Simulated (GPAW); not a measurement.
**Sn in GPAW: convergence with bands over the usual count**

Input of the first run (bands over the usual count 0.72); the others differ in this setting and in those tied to it:

Contents of run.py:

```python
from ase.dft.bandgap import bandgap
from ase.io import read, write
from ase.units import GPa
from gpaw import GPAW, PW

atoms = read('Sn.xyz')

calc = GPAW(mode=PW(600),
            xc='LDA',
            kpts={'size': (10, 10, 10), 'gamma': True},
            occupations={'name': 'fermi-dirac', 'width': 0.05},
            nbands=10,
            convergence={'density': 1e-05, 'energy': 1e-05},
            maxiter=100,
            txt='gpaw.txt')
atoms.calc = calc
energy = atoms.get_potential_energy()
forces = atoms.get_forces()
stress = atoms.get_stress()
calc.write('gs.gpw')
write('result.traj', atoms)
print(f'Energy: {energy:.6f} eV')
print('Forces (eV/A):')
print(forces.round(4))
print('Stress (GPa):', (stress / GPa).round(3))
print('Fermi level:', round(calc.get_fermi_level(), 4), 'eV')
print(f'Gap: {bandgap(calc)[0]:.4f} eV, direct: {bandgap(calc, direct=True)[0]:.4f} eV')
```

The input Sn.xyz:

```xyz
1
Lattice="-1.8946518192 1.8946518192 1.8946518192 1.8946518192 -1.8946518192 1.8946518192 1.8946518192 1.8946518192 -1.8946518192" Properties=species:S:1:pos:R:3 pbc="T T T"
Sn     0.0000000000      0.0000000000      0.0000000000
```

Potentials or basis: the program's PAW data sets (release 1.2.1) made for this functional, pw.

Launch:

```bash
$ OMP_NUM_THREADS=1 python run.py
```

This isn't the form of Sn at room conditions, which is tetragonal (white tin).

Hardware: 1 thread of AMD EPYC 7R43 64-Core Processor (Zen 3), on a shared host.

```
bands over the usual count  energy less the tightest run, at zero smearing (meV/atom)  SCF cycles  CPU time (s)  peak memory (GiB)
                      0.72                                                       0.00           8           6.3               0.14
                       0.8                                                       0.00           8           5.9               0.14
                       0.9                                                       0.00           8           6.9               0.14
                         1                                                       0.00           8           7.1               0.14
                       1.3                                                       0.00           8           7.9               0.14
                       1.7                                                       0.00           8           9.7               0.15
                       2.5                                                       0.00           8            14               0.16
```

Against the tightest run, the energy stays within 1 meV/atom from 0.72 on. The tightest run that finished is the yardstick and may itself not be fully converged.
